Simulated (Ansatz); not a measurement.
BN: from Born charge to LO–TO splitting and polaron coupling

All numbers below come from DFT PBEsol, scalar-relativistic, plane waves, PAW in Ansatz. Settings: 420 eV plane-wave cutoff, Γ-centred 12×12×12 mesh, fixed occupations. No spin polarisation. Phonons by linear response, acoustic sum rule imposed.

Relaxed structure:
```xyz
2
Lattice="0.0000 1.8028 1.8028 1.8028 0.0000 1.8028 1.8028 1.8028 0.0000" Properties=species:S:1:pos:R:3 pbc="T T T"
B     0.0000    0.0000    0.0000
N     2.7043    2.7043    2.7043
```

Linear response gives ν_TO = 1046.6 cm⁻¹, Born charges ±1.902 e (positive on B) and ε∞ = 4.632. The primitive cell holds 11.719 Å³, and the masses are 10.810 and 14.007 amu.

Task: Find ν_LO and the static dielectric constant.

Result: The long-wave field adds a restoring force: ω_LO² − ω_TO² = Z*²e²/(ε_vac ε∞ μV). In these units ν_LO² − ν_TO² = 4.92064×10⁷ Z*²/(μ V ε∞) cm⁻², with μ = m₁m₂/(m₁ + m₂) = 6.101 amu: 537609 cm⁻². So ν_LO = √(1046.6² + 537609) = 1277.9 cm⁻¹, and the run gives 1277.9. Lyddane–Sachs–Teller then gives ε0 = ε∞ (ν_LO/ν_TO)² = 6.91, against 6.91 in the run (it forms both from the same three quantities, so the match checks the arithmetic only). Between ν_TO and ν_LO the dielectric function is negative and an undamped crystal reflects fully: a reststrahlen band from 7.8 to 9.6 μm.

Task: What do the Clausius–Mossotti polarisability and the Szigeti charge come to?

Result: With the Lorentz local field, α = (3V/4π)(ε∞ − 1)/(ε∞ + 2) = 1.53 Å³ for the pair, and e_S = 3Z*/(ε∞ + 2) = 0.86 e. The Born charge includes the electrons' response to the dipole's own local field, and e_S takes that enhancement out. The Lorentz field assumes point-like polarisable ions, a poor picture once ε∞ is this large, since the electron clouds then overlap or are shared, so both numbers are formal here.

Task: How strongly does a slow electron couple to the LO mode?

Result: For one isotropic parabolic band, Fröhlich's constant is α_F = (1/ε∞ − 1/ε0) √(m* Ry/ħω_LO), with Ry = 13.606 eV, ħω_LO = 158.4 meV and m* in free-electron masses: α_F = 0.0711 × 9.27 × √m* = 0.66 √m*. The band mass isn't part of this run; for m* = 0.1, 0.3 and 1 it gives 0.21, 0.36, 0.66. In weak coupling the polaron lies α_F ħω_LO below the band edge (57 meV at m* = 0.3) with a mass m*(1 + α_F/6); past α_F of about 5 or 6 that expansion fails. A semilocal functional's ε∞ tends to be too large, which taken alone lowers α_F.

The numbers describe a stiff, largely covalent crystal that is still clearly polar. Short sp³ bonds between light atoms put the transverse mode at 1046.6 cm⁻¹. Nitrogen's greater electronegativity polarises those bonds, so that stretching them shifts charge and produces a Born charge of 1.902 e. This is a dynamical quantity, not a measure of the static charge on the ions. The large LO–TO splitting also owes much to the small reduced mass and compact cell, so it shouldn't be read as a sign of strong ionicity by itself.

The same stiffness limits the lattice's share of static screening: ε0 exceeds ε∞ only moderately, which keeps the Fröhlich coupling weak to intermediate for the masses considered. The high phonon energy lowers the coupling constant further, yet it also sets the scale of the polaron shift, which therefore needn't be negligible. For real conduction electrons the single-mass formula is only a guide, since zinc-blende BN has its conduction minimum at X, where the mass is anisotropic.
